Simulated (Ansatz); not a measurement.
BeSe (started from an entry of an open crystallographic database): a one-shot G0W0 calculation in Ansatz 0.2.0 (G0W0@HSE06 with 129 empty bands, a screening cutoff of 140 eV and a 4×4×4 mesh). The geometry is the r2SCAN minimum.

Input (YAML):
```yaml
crystal:
  lattice:
    - [0.0, 2.5810355892, 2.5810355892]
    - [2.5810355892, 0.0, 2.5810355892]
    - [2.5810355892, 2.5810355892, 0.0]
  atoms:
    - { symbol: Be, position: [0.0, 0.0, 0.0] }
    - { symbol: Se, position: [0.25, 0.25, 0.25] }
kpoints:
  mp_grid: { grid: [4, 4, 4] }
hamiltonian:
  xc: hse06
scf:
  occupations: { method: fixed }
gw:
  n_empty_bands: 129
  ecut_chi: 140
  qp_bands: [v2, c2]
  qp_kpoints: band_edges
  screening: { model: contour_deformation }
```

Run as `ansatz run input.yaml --threads 2 --pin off --max-ram 3686MiB --backend cpu --events-out ev --progress --plain --runs-dir out`.

Q: What wall time did it need on 2 threads of Intel(R) Xeon(R) Platinum 8259CL CPU @ 2.50GHz (Skylake/Cascade Lake) (shared host), load about 0.3 per core, and what peak of host memory did it reach?

A: About 24 s, with a peak of 0.62 GiB.

Q: What does the program print?

A: Main lines of the log:
```
Functional definition: HSE06
Crystal: 2 atoms, lattice volume = 34.388 Å³
Basis set: ecut = 420 eV, 645 PW (Γ)
Bands: 13, of which v1, the nominal top of the filled ones, is band 9 counted from 1 (8 counted from 0)
Symmetry: 24 space group operations
Space group: F-43m (ITA 216)
k-points: 8 of 64 (time reversal used)
[warm-up without exact exchange]
SCF 1 stopped early in 2 iterations: F = -5563.372808 eV  dr2 = 4.31e-5
[exact exchange on]
Exchange kernel: α = 0.2500, screened, ω = 0.2079 Å⁻¹, Wigner–Seitz truncation, v(0) = 1010.5811 eV·Å³, q-mesh 4×4×4
preconditioner: auto → none  [insulator: Δε(μ)=3.495 eV  ℏωp=17.9 eV]
SCF 2 stopped early in 5 iterations: F = -5565.171950 eV  dr2 = 9.89e-7
hybrid outer 1: dexx = +3.120e-3 eV, tail = 4.30e-5 eV
SCF 3 converged in 2 iterations: F = -5565.172096 eV  dr2 = 6.79e-8
hybrid outer 2: dexx = +4.261e-7 eV, tail = 2.10e-7 eV, Δε = 1.69e-3 eV
hybrid SCF converged: 2 outer / 7 inner (+2 warm-up)
Free energy (F): -5565.172096 eV
Fermi energy:    6.273705 eV
--- G₀W₀: contour deformation, 6 samples at zero and on the imaginary axis and 2 off it, 64 q-points, 129 empty bands' worth ---
    ik  band        ε_KS         Σx   Σc(E_QP)       V_xc       Z   E_QP_lin       E_QP  E_QP is
     0     8      6.2737   -18.0763     1.4721   -16.0615  0.8161     5.7291     5.7310  root
     0     9      6.2737   -18.0763     1.4721   -16.0615  0.8161     5.7291     5.7310  root
     0    10     11.6711    -8.0381    -4.3490   -12.5806  0.8231    11.8649    11.8645  root
     0    11     12.3577    -5.9265    -4.2476   -10.4076  0.8171    12.5917    12.5912  root
     1     8      5.6183   -17.6827     1.5846   -15.5555  0.8129     5.0736     5.0757  root
     1     9      5.6183   -17.6827     1.5846   -15.5555  0.8129     5.0736     5.0757  root
     1    10     11.7710    -6.9613    -4.2120   -11.3572  0.8215    11.9551    11.9548  root
     1    11     13.2925    -6.0262    -4.4191   -10.6556  0.8129    13.5031    13.5027  root
     2     8      5.1286   -17.5994     1.7190   -15.3338  0.8099     4.5799     4.5821  root
     2     9      5.1286   -17.5994     1.7190   -15.3338  0.8099     4.5799     4.5821  root
     2    10     11.5959    -7.2485    -4.1641   -11.5819  0.8219    11.7654    11.7651  root
     2    11     13.3287    -5.7142    -4.3535   -10.2506  0.8168    13.5118    13.5115  root
     3     8      4.5391   -17.1567     1.8082   -14.7998  0.8072     3.9880     3.9904  root
     3     9      4.5391   -17.1567     1.8082   -14.7998  0.8072     3.9880     3.9904  root
     3    10     10.9986    -5.7469    -3.9915    -9.8784  0.8255    11.1387    11.1385  root
     3    11     13.0848    -6.2243    -4.2975   -10.6304  0.8195    13.1934    13.1933  root
     6     8      3.4317   -17.0787     2.1273   -14.3986  0.7988     2.8761     2.8790  root
     6     9      3.4317   -17.0787     2.1273   -14.3986  0.7988     2.8761     2.8790  root
     6    10      9.7725    -5.3210    -3.7871    -9.1782  0.8335     9.8426     9.8426  root
     6    11     11.3983    -6.1203    -3.9358   -10.1606  0.8265    11.5028    11.5027  root
```
The trailing digits, and the zero of the energies, depend on the potentials and thresholds.

The points are ik 0 = (0, 0, 0) (Γ), ik 1 = (0, 0, 1/4), ik 2 = (0, 0, -1/2), ik 3 = (0, 1/4, 1/4), ik 6 = (0, -1/2, -1/2); band 9 is the last filled one.

The quasiparticle gap on this mesh is 4.11 eV (Γ to k = (0, -1/2, -1/2)), against 3.50 eV from HSE06: +0.61 eV. Renormalisation factors Z lie between 0.80 and 0.83. G0W0 values are finite-basis, finite-mesh values.

Calculated for a static, non-magnetic cell.

The runs are scalar-relativistic, without spin-orbit coupling.
